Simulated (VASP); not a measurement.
Input of a VASP 6.6.1 run:

INCAR

```
PREC     = Accurate       # precision mode
ENCUT    = 520            # plane-wave cutoff, eV
EDIFF    = 1E-8           # SCF threshold, eV
ISMEAR   = -1             # smearing method
SIGMA    = 0.01           # smearing width, eV
LREAL    = Auto         
LASPH    = T              # aspherical terms in the spheres
NELM     = 100            # most SCF steps
ALGO     = Fast           # electronic algorithm
ISIF     = 2              # what is computed and relaxed
LWAVE    = F              # write WAVECAR
LCHARG   = F              # write CHGCAR
GGA      = PE             # functional
LEFG     = T            
NELECT   = 164.0        
NBANDS   = 96             # bands
```

The input KPOINTS:

```
Automatic mesh
0
Gamma
  2 2 2
```

Contents of POSCAR:

```
Cs4Pb3Br12
1.0
   -5.8700000000      5.8700000000      5.8700000000
    5.8700000000     -5.8700000000      5.8700000000
    5.8700000000      5.8700000000     -5.8700000000
Cs Pb Br
4 3 12
Direct
    0.0000000000      0.0000000000      0.0000000000
    0.5000000000      0.5000000000      0.0000000000
    0.5000000000      0.0000000000      0.5000000000
    0.0000000000      0.5000000000      0.5000000000
    0.0000000000      0.0000000000      0.5000000000
    0.0000000000      0.5000000000      0.0000000000
    0.5000000000      0.0000000000      0.0000000000
    0.5000000000      0.2500000000      0.2500000000
    0.0000000000      0.7500000000      0.2500000000
    0.0000000000      0.2500000000      0.7500000000
    0.5000000000      0.7500000000      0.7500000000
    0.2500000000      0.5000000000      0.2500000000
    0.7500000000      0.0000000000      0.2500000000
    0.7500000000      0.5000000000      0.7500000000
    0.2500000000      0.0000000000      0.7500000000
    0.2500000000      0.2500000000      0.5000000000
    0.7500000000      0.7500000000      0.5000000000
    0.7500000000      0.2500000000      0.0000000000
    0.2500000000      0.7500000000      0.0000000000
```

Potentials or basis: VASP PAW PBE potentials, release 64 (Cs_sv, Pb_d, Br).

The run is started by

```sh
$ cat potpaw_PBE.64/Cs_sv/POTCAR potpaw_PBE.64/Pb_d/POTCAR potpaw_PBE.64/Br/POTCAR > POTCAR
$ mpirun -np 1 vasp_std > vasp.out
```

**Question.** What does it give for the largest force?

**Answer.** 0.048 eV/Å.

**Question.** Predict the band gap on the k mesh.

**Answer.** 2.26 eV, indirect (least direct gap 2.35 eV).

Electric field gradients, principal values (V/Å²):
```
 atom      Vxx      Vyy       Vzz
 1 Cs   13.847   13.847   -27.693
 2 Cs   13.845   13.846   -27.692
 3 Cs   13.845   13.846   -27.692
 4 Cs   13.845   13.846   -27.692
 5 Pb   92.541   92.542  -185.083
 6 Pb   92.541   92.542  -185.083
 7 Pb   92.541   92.542  -185.083
 8 Br  -35.395  -35.395    70.789
 9 Br  -84.472  -84.472   168.943
10 Br  -84.472  -84.472   168.943
11 Br  -35.395  -35.395    70.789
12 Br  -35.395  -35.395    70.789
13 Br  -84.472  -84.472   168.943
14 Br  -35.395  -35.395    70.789
15 Br  -84.472  -84.472   168.943
16 Br  -35.395  -35.395    70.789
17 Br  -35.395  -35.395    70.789
18 Br  -84.472  -84.472   168.943
19 Br  -84.472  -84.472   168.943
```

Caveat: the cell carries a net charge on a neutralising background, which shifts energy and pressure; the cell is charged against a uniform background, so pressure and absolute levels hang on convention; spin-orbit coupling is left out, which as a rule narrows the gap of such compounds by several tenths of an eV.
